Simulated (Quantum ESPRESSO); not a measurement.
Set up this calculation in Quantum ESPRESSO 7.5, as the native input.

```yaml
Task: phonon dispersion
Functional: LDA
Potentials_or_basis: GBRV 1.5 LDA
Cutoff: 612 eV
Density_cutoff: 4898 eV
k_mesh: 4 × 4 × 4, shifted
Occupations: fermi-dirac, width 0.05 eV
Spin: collinear spin, ferromagnetic start
Starting_moments: "[4.0, 0.0] μB"
Form_of_the_LDA_correlation: PZ81
Mixing_beta: 0.3
Most_SCF_iterations: 120
SCF_threshold: 4e-10 Ry
q_mesh: 2 × 2 × 2
```

Crystal: MnO.

```
CELL_PARAMETERS angstrom
0.00000 2.22391 2.22391
2.22391 0.00000 2.22391
2.22391 2.22391 0.00000
ATOMIC_POSITIONS crystal
Mn 0.00000 0.00000 0.00000
O 0.50000 0.50000 0.50000
```

The cell is a database's computed one.

These files were run (other wordings do the same):

pw.in

```
&CONTROL
  calculation = 'scf'
  prefix = 'pwscf'
  outdir = './tmp'
  pseudo_dir = './pseudo'
  tprnfor = .true.
  tstress = .true.
  disk_io = 'low'
/
&SYSTEM
  ibrav = 0
  nat = 2
  ntyp = 2
  ecutwfc = 45
  ecutrho = 360
  nbnd = 20
  occupations = 'smearing'
  smearing = 'fd'
  degauss = 0.00367493
  nspin = 2
  starting_magnetization(1) = 0.2667
  starting_magnetization(2) = 0
/
&ELECTRONS
  conv_thr = 4d-10
  electron_maxstep = 120
  mixing_beta = 0.3
/
ATOMIC_SPECIES
Mn    54.9380 mn_lda_v1.5.uspp.F.UPF
O     15.9990 o_lda_v1.2.uspp.F.UPF
CELL_PARAMETERS bohr
   0.0000000000    4.2025764847    4.2025764847
   4.2025764847    0.0000000000    4.2025764847
   4.2025764847    4.2025764847    0.0000000000
ATOMIC_POSITIONS bohr
Mn     0.0000000000    0.0000000000    0.0000000000
O      4.2025764847    4.2025764847    4.2025764847
K_POINTS automatic
4 4 4 1 1 1
```

relax.in

```
&CONTROL
  calculation = 'vc-relax'
  prefix = 'pwscf'
  outdir = './tmp'
  pseudo_dir = './pseudo'
  tprnfor = .true.
  tstress = .true.
  disk_io = 'low'
  nstep = 40
  forc_conv_thr = 0.0001
  etot_conv_thr = 1d-06
/
&SYSTEM
  ibrav = 0
  nat = 2
  ntyp = 2
  ecutwfc = 45
  ecutrho = 360
  nbnd = 20
  occupations = 'smearing'
  smearing = 'fd'
  degauss = 0.00367493
  nspin = 2
  starting_magnetization(1) = 0.2667
  starting_magnetization(2) = 0
/
&ELECTRONS
  conv_thr = 4d-10
  electron_maxstep = 120
  mixing_beta = 0.3
/
&IONS
  ion_dynamics = 'bfgs'
/
&CELL
  cell_dynamics = 'bfgs'
  press = 0
  press_conv_thr = 0.2
/
ATOMIC_SPECIES
Mn    54.9380 mn_lda_v1.5.uspp.F.UPF
O     15.9990 o_lda_v1.2.uspp.F.UPF
CELL_PARAMETERS bohr
   0.0000000000    4.2025764847    4.2025764847
   4.2025764847    0.0000000000    4.2025764847
   4.2025764847    4.2025764847    0.0000000000
ATOMIC_POSITIONS bohr
Mn     0.0000000000    0.0000000000    0.0000000000
O      4.2025764847    4.2025764847    4.2025764847
K_POINTS automatic
4 4 4 1 1 1
```

scf2.in

```
&CONTROL
  calculation = 'scf'
  prefix = 'pwscf'
  outdir = './tmp'
  pseudo_dir = './pseudo'
  tprnfor = .true.
  tstress = .true.
  disk_io = 'low'
/
&SYSTEM
  ibrav = 0
  nat = 2
  ntyp = 2
  ecutwfc = 45
  ecutrho = 360
  nbnd = 20
  occupations = 'smearing'
  smearing = 'fd'
  degauss = 0.00367493
  nspin = 2
  starting_magnetization(1) = 0.2667
  starting_magnetization(2) = 0
/
&ELECTRONS
  conv_thr = 1d-13
  electron_maxstep = 120
  mixing_beta = 0.3
  startingpot = 'file'
  startingwfc = 'file'
/
ATOMIC_SPECIES
Mn    54.9380 mn_lda_v1.5.uspp.F.UPF
O     15.9990 o_lda_v1.2.uspp.F.UPF
CELL_PARAMETERS bohr
   0.0000000000    3.9519549316    3.9519549316
   3.9519549316    0.0000000000    3.9519549316
   3.9519549316    3.9519549316    0.0000000000
ATOMIC_POSITIONS bohr
Mn     0.0000000000    0.0000000000    0.0000000000
O      3.9519549316    3.9519549316    3.9519549316
K_POINTS automatic
4 4 4 1 1 1
```

ph.in

```
phonon_bands of MnO
&INPUTPH
  prefix = 'pwscf'
  outdir = './tmp'
  tr2_ph = 1d-18
  fildyn = 'dyn'
  niter_ph = 90
  alpha_mix(1) = 0.4
  ldisp = .true.
  nq1 = 2
  nq2 = 2
  nq3 = 2
/
```

q2r.in

```
&INPUT
  fildyn = 'dyn'
  zasr = 'crystal'
  flfrc = 'fc'
/
```

matdyn.in

```
&INPUT
  asr = 'crystal'
  flfrc = 'fc'
  flfrq = 'freq'
  q_in_cryst_coord = .true.
  flvec = ' '
/
80
 0.0000000000  0.0000000000  0.0000000000
 0.0454545455  0.0000000000  0.0454545455
 0.0909090909  0.0000000000  0.0909090909
 0.1363636364  0.0000000000  0.1363636364
 0.1818181818  0.0000000000  0.1818181818
 0.2272727273  0.0000000000  0.2272727273
 0.2727272727  0.0000000000  0.2727272727
 0.3181818182  0.0000000000  0.3181818182
 0.3636363636  0.0000000000  0.3636363636
 0.4090909091  0.0000000000  0.4090909091
 0.4545454545  0.0000000000  0.4545454545
 0.5000000000  0.0000000000  0.5000000000
 0.5000000000  0.0500000000  0.5500000000
 0.5000000000  0.1000000000  0.6000000000
 0.5000000000  0.1500000000  0.6500000000
 0.5000000000  0.2000000000  0.7000000000
 0.5000000000  0.2500000000  0.7500000000
 0.4687500000  0.2812500000  0.7500000000
 0.4375000000  0.3125000000  0.7500000000
 0.4062500000  0.3437500000  0.7500000000
 0.3750000000  0.3750000000  0.7500000000
 0.3461538462  0.3461538462  0.6923076923
 0.3173076923  0.3173076923  0.6346153846
 0.2884615385  0.2884615385  0.5769230769
 0.2596153846  0.2596153846  0.5192307692
 0.2307692308  0.2307692308  0.4615384615
 0.2019230769  0.2019230769  0.4038461538
 0.1730769231  0.1730769231  0.3461538462
 0.1442307692  0.1442307692  0.2884615385
 0.1153846154  0.1153846154  0.2307692308
 0.0865384615  0.0865384615  0.1730769231
 0.0576923077  0.0576923077  0.1153846154
 0.0288461538  0.0288461538  0.0576923077
 0.0000000000  0.0000000000  0.0000000000
 0.0454545455  0.0454545455  0.0454545455
 0.0909090909  0.0909090909  0.0909090909
 0.1363636364  0.1363636364  0.1363636364
 0.1818181818  0.1818181818  0.1818181818
 0.2272727273  0.2272727273  0.2272727273
 0.2727272727  0.2727272727  0.2727272727
 0.3181818182  0.3181818182  0.3181818182
 0.3636363636  0.3636363636  0.3636363636
 0.4090909091  0.4090909091  0.4090909091
 0.4545454545  0.4545454545  0.4545454545
 0.5000000000  0.5000000000  0.5000000000
 0.5178571429  0.4642857143  0.5178571429
 0.5357142857  0.4285714286  0.5357142857
 0.5535714286  0.3928571429  0.5535714286
 0.5714285714  0.3571428571  0.5714285714
 0.5892857143  0.3214285714  0.5892857143
 0.6071428571  0.2857142857  0.6071428571
 0.6250000000  0.2500000000  0.6250000000
 0.5937500000  0.2500000000  0.6562500000
 0.5625000000  0.2500000000  0.6875000000
 0.5312500000  0.2500000000  0.7187500000
 0.5000000000  0.2500000000  0.7500000000
 0.5000000000  0.2750000000  0.7250000000
 0.5000000000  0.3000000000  0.7000000000
 0.5000000000  0.3250000000  0.6750000000
 0.5000000000  0.3500000000  0.6500000000
 0.5000000000  0.3750000000  0.6250000000
 0.5000000000  0.4000000000  0.6000000000
 0.5000000000  0.4250000000  0.5750000000
 0.5000000000  0.4500000000  0.5500000000
 0.5000000000  0.4750000000  0.5250000000
 0.5000000000  0.5000000000  0.5000000000
 0.4861111111  0.4861111111  0.5277777778
 0.4722222222  0.4722222222  0.5555555556
 0.4583333333  0.4583333333  0.5833333333
 0.4444444444  0.4444444444  0.6111111111
 0.4305555556  0.4305555556  0.6388888889
 0.4166666667  0.4166666667  0.6666666667
 0.4027777778  0.4027777778  0.6944444444
 0.3888888889  0.3888888889  0.7222222222
 0.3750000000  0.3750000000  0.7500000000
 0.6250000000  0.2500000000  0.6250000000
 0.5937500000  0.1875000000  0.5937500000
 0.5625000000  0.1250000000  0.5625000000
 0.5312500000  0.0625000000  0.5312500000
 0.5000000000  0.0000000000  0.5000000000
```

matdyn_dos.in

```
&INPUT
  asr = 'crystal'
  flfrc = 'fc'
  dos = .true.
  fldos = 'phdos'
  nk1 = 8
  nk2 = 8
  nk3 = 8
  deltaE = 1
  flvec = ' '
  flfrq = ' '
/
```

matdyn_mesh.in

```
&INPUT
  asr = 'crystal'
  flfrc = 'fc'
  flfrq = 'mesh'
  q_in_cryst_coord = .true.
  flvec = ' '
/
216
 0.08333333  0.08333333  0.08333333
 0.08333333  0.08333333  0.25000000
 0.08333333  0.08333333  0.41666667
[... 213 further points of the even 6 x 6 x 6 mesh, shifted by half a step ...]
```

Potentials or basis: GBRV 1.5 LDA.

Run with:

```console
$ OMP_NUM_THREADS=1 pw.x -in pw.in > pw.out
$ OMP_NUM_THREADS=1 pw.x -in relax.in > relax.out
$ OMP_NUM_THREADS=1 pw.x -in scf2.in > scf2.out
$ OMP_NUM_THREADS=1 ph.x -in ph.in > ph.out
$ OMP_NUM_THREADS=1 q2r.x -in q2r.in > q2r.out
$ OMP_NUM_THREADS=1 matdyn.x -in matdyn.in > matdyn.out
$ OMP_NUM_THREADS=1 matdyn.x -in matdyn_dos.in > matdyn_dos.out
$ OMP_NUM_THREADS=1 matdyn.x -in matdyn_mesh.in > matdyn_mesh.out
```

It gave:

The relaxed volume is 9.15 Å³/atom, the relaxed cell is a = 2.958 Å, b = 2.958 Å, c = 2.958 Å, α = 60.00°, β = 60.00°, γ = 60.00° and the space group after relaxing (to 0.05 Å) is Fm-3m (No. 225). The pressure after relaxing is 0.0 GPa and the band gap on the k mesh is none (metal or under the smearing width). The net moment is 3.75 μB per cell and the absolute moment is 3.75 μB per cell. The site moments are Mn +3.15; O +0.14 μB. The valence electrons inside the program's atomic spheres are Mn 12.60; O 5.89, the highest phonon frequency is 460 cm⁻¹ and the most unstable mode is 95i cm⁻¹.

Caveat: the k mesh is coarse (spacing up to 0.61 Å⁻¹), so the values aren't converged; the mesh is thin for the phonons of a metal; some modes are imaginary; the volume moved by over 15 % at a fixed basis, so the end points are rough; the q mesh is small, so phonon branches between its points and thermal values are rough; a cell with one magnetic atom can't hold antiferromagnetic order, which such compounds often take; semilocal functionals often make such compounds metallic where correlation or magnetic order opens a gap, which also shifts bond lengths.

Wall time 7.7 min on 1 thread of Arm Neoverse V2, with other jobs on the host, peak memory 0.12 GiB.
